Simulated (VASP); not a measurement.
# Band gap of hexagonal SiC (P6_3mc, 12 atoms) from LDA, PBE, meta-GGAs and HSE06 at one fixed cell, with processor times

With the atoms held in place, the band gap of SiC still changes by about one electronvolt when only the treatment of exchange and correlation is changed. The puzzle is which ingredient of a functional opens the gap, and whether that ingredient must be expensive. The answer matters for a power-electronics material, because the gap enters estimates of leakage current, breakdown field and defect levels. The quantity examined is the fundamental gap, from the valence band maximum at the zone centre to a conduction band minimum elsewhere. Levels are compared with PBE at the same cell, and costs are processor times for the whole cell. No measured gap is listed, so the comparison is between levels of theory.

## Method

A structure from a diffraction database. The cell as listed is held fixed for all levels. VASP 6.6.1, plane waves with PAW, cutoff 520 eV, k meshes 5×5×1, no spin polarisation; no spin-orbit coupling. Gaps are the smallest found on the mesh and, where run, along the symmetry lines. All ran on AMD EPYC 9R45 96-Core Processor (Zen 5), shared with other work, so times are rough. All levels use the PAW data sets made with PBE.

Notes on method and selection:

- Runs that did not converge, have known faults or may not be shown are not listed, and runs on Ansatz's PAW sets soft_1 and soft_2 are kept to separate tables.

Columns:

- pressure (GPa): pressure at the fixed cell (positive: the level prefers a larger cell).
- gap (eV): fundamental gap.
- direct gap (eV): smallest direct gap.
- cost (core-s): processor time of the level.

## Results

| member | pressure (GPa) | gap (eV) | direct gap (eV) | cost (core-s) |
| --- | --- | --- | --- | --- |
| r2SCAN | −0.8 | 2.38 | 3.54 | 880 |
| TB-mBJ | – | 2.95 | 4.10 | 350 |
| PBE | 2.9 | 2.00 | 3.11 | 340 |
| LDA | −3.1 | 1.95 | 3.07 | 340 |
| TPSS | 0.7 | ? | ? | 880 |
| HSE06 | – | 2.93 | 4.15 | 5700 |

Cells marked ? are withheld until the estimate has been made.

## Interpretation

Among the members shown, the gap rises from LDA (1.95 eV) and PBE (2.00 eV) through r2SCAN (2.38 eV) to HSE06 (2.93 eV) and TB-mBJ (2.95 eV). Adding the density gradient therefore changes little, while r2SCAN opens the gap by 2.38 − 2.00 = 0.38 eV and HSE06 by 2.93 − 2.00 = 0.93 eV. Since the cell is common to all levels, none of this comes from different bond lengths.

LDA and PBE apply the same local potential to filled and empty states, and their gaps lack the jump that the exact potential makes when an electron is added. In r2SCAN the kinetic-energy density makes the potential depend on the orbitals, which restores part of that jump. HSE06 mixes in short-range Fock exchange, which lowers filled states relative to empty ones. TB-mBJ reaches a similar gap with a model potential fitted for this purpose; it has no corresponding total energy and so cannot supply pressures or relaxed structures.

The smallest direct gap moves almost in step: it exceeds the fundamental gap by 3.11 − 2.00 = 1.11 eV in PBE and by 4.15 − 2.93 = 1.22 eV in HSE06. The main effect is thus a wider separation of filled and empty states, of similar size in both gaps. Two gaps do not show whether the whole conduction band shifts uniformly. The conduction minimum lies at the zone edge, which the 5×5×1 mesh does not contain, so the fundamental gaps rely on the bands along the symmetry lines; a gap read from the mesh alone would be too large.

HSE06 costs 5700 / 340 = 17 times as much as PBE, and r2SCAN 880 / 340 = 2.6 times as much. TB-mBJ costs about the same as PBE. For the gap alone it is the economical choice here if HSE06 is the target, though HSE06 itself commonly errs by a few tenths of an electronvolt in semiconductors.

## An estimate before looking

Plain estimates from the members shown:

- TPSS, mean of the 5 members shown: 2.44 eV, standard deviation 0.43

The mean of the five members, 2.44 eV, is unsuitable for TPSS because it mixes in HSE06 and TB-mBJ, whose gaps are raised by Fock exchange or by a purpose-made potential. The useful neighbours are PBE and r2SCAN.

TPSS contains the kinetic-energy density, as r2SCAN does, but the form of the dependence matters more than its presence. The gap opens when the exchange enhancement factor, which multiplies the negative exchange energy of the uniform gas, falls strongly as the kinetic-energy density rises. This dependence is strong in r2SCAN and weak in TPSS, which was built as a modest correction to a PBE-like gradient functional. The PBE gap is therefore taken over without a shift: 2.00 + 0.00 = 2.00 eV.

The TPSS pressure of 0.7 GPa gives no reason to alter this. LDA and PBE differ by 2.9 − (−3.1) = 6.0 GPa in pressure at this cell, yet by only 0.05 eV in gap.

Applied to LDA, the same route gives 2.00 eV against the calculated 1.95 eV, a miss of 0.05 eV. LDA has no kinetic-energy term, so this trial leaves the weak orbital dependence of TPSS untested. The miss is doubled for that reason, 2 × 0.05 = 0.10 eV, and the doubling is a judgement. Applied to r2SCAN, the route would miss by 0.38 eV, which is the size of error to expect if the dependence in TPSS were as strong as in r2SCAN.

**Committed estimate, TPSS: gap = 2.00 ± 0.10 eV.**

## Check

| member | pressure (GPa) | gap (eV) | direct gap (eV) | cost (core-s) |
| --- | --- | --- | --- | --- |
| TPSS | 0.7 | 1.97 | 3.07 | 880 |

| member | estimate | gap (eV) | computed | estimate − computed | miss in error bars |
| --- | --- | --- | --- | --- | --- |
| TPSS | committed | 2.00 | 1.97 | +0.03 | 0.3 |
| TPSS | mean | 2.44 | 1.97 | +0.47 |  |

TPSS gives a gap of 1.97 eV. The estimate of 2.00 ± 0.10 eV is 0.03 eV too high and lies well inside its error bar, whereas the mean of the other five members is 0.47 eV too high.

The argument that TPSS depends only weakly on the kinetic-energy density, and so stays near PBE, agrees with the result. The broader statement that this ingredient restores part of the missing jump does not carry over from r2SCAN to TPSS, whose gap is no larger than that of PBE.

Where the enhancement factor falls strongly with the kinetic-energy density, the exchange energy, being negative, rises, and this tends to push the empty states up relative to the filled ones. The difference of 0.03 eV between TPSS and PBE is too small to interpret, since the two runs also differ in their treatment of non-spherical terms inside the PAW spheres.

## Outliers

Two members depart from the expected order in which each added ingredient opens the gap further. TPSS lies 2.38 − 1.97 = 0.41 eV below r2SCAN, although both use the kinetic-energy density. The likeliest reason is its weaker dependence on that quantity, which leaves it with the gap of a gradient functional.

TB-mBJ departs upwards: it lies 2.95 − 2.38 = 0.57 eV above r2SCAN and level with the hybrid, without any Fock exchange. Its potential was adjusted to reproduce measured gaps, and it raises the empty states of semiconductors strongly.

The 0.02 eV between TB-mBJ and HSE06 does not rank them. Their direct gaps stand in the opposite order, 4.10 against 4.15 eV, and a difference this small is far below the usual error of either method. The conduction minimum in HSE06 was also sought on more widely spaced points along the symmetry lines, which can leave its fundamental gap slightly too large.

## Time and accuracy

TPSS takes 880 core-s, as r2SCAN does, and brings no gain in gap over PBE at 340 core-s. With r2SCAN the additional 880 − 340 = 540 core-s open the gap by 0.38 eV. Going on from r2SCAN to HSE06 opens it by a further 2.93 − 2.38 = 0.55 eV. The listed times differ by 5700 − 880 = 4820 core-s, but they are not for equal work: HSE06 was run with fewer bands and with fewer points along the symmetry lines than all the other levels. For the same job the hybrid's extra time would be larger.

TB-mBJ comes within 0.02 eV of the HSE06 gap for 350 core-s, against 5700 core-s for the hybrid's smaller job. The ratio 5700 / 350 = 16 therefore understates the saving. The same holds for the factor of 17 between HSE06 and PBE under Interpretation, which should not have been given there without this limit. The table does not show how large either ratio would be for equal work.

## Conclusions and limits

For this SiC cell, LDA, PBE and TPSS agree on the gap within 0.05 eV, r2SCAN lies higher, and TB-mBJ and HSE06 higher still. The class name alone does not fix the gap of a further meta-GGA: TPSS and r2SCAN differ by 0.41 eV, so the strength of the kinetic-energy dependence has to be known.

In terms of wavelength, λ = 1240 / E_gap, with λ in nm and the gap in eV. PBE puts the absorption threshold at 1240 / 2.00 = 620 nm, in the orange-red, and HSE06 at 1240 / 2.93 = 423 nm, in the violet. Because the gap is indirect, absorption near the threshold is weak and needs phonons.

No omitted effect is expected to exceed the 1.00 eV spread of the table. The largest is probably the zero-point motion of the atoms, which lowers the gap by one to two tenths of an electronvolt and matters when HSE06 or TB-mBJ is compared with a measurement.
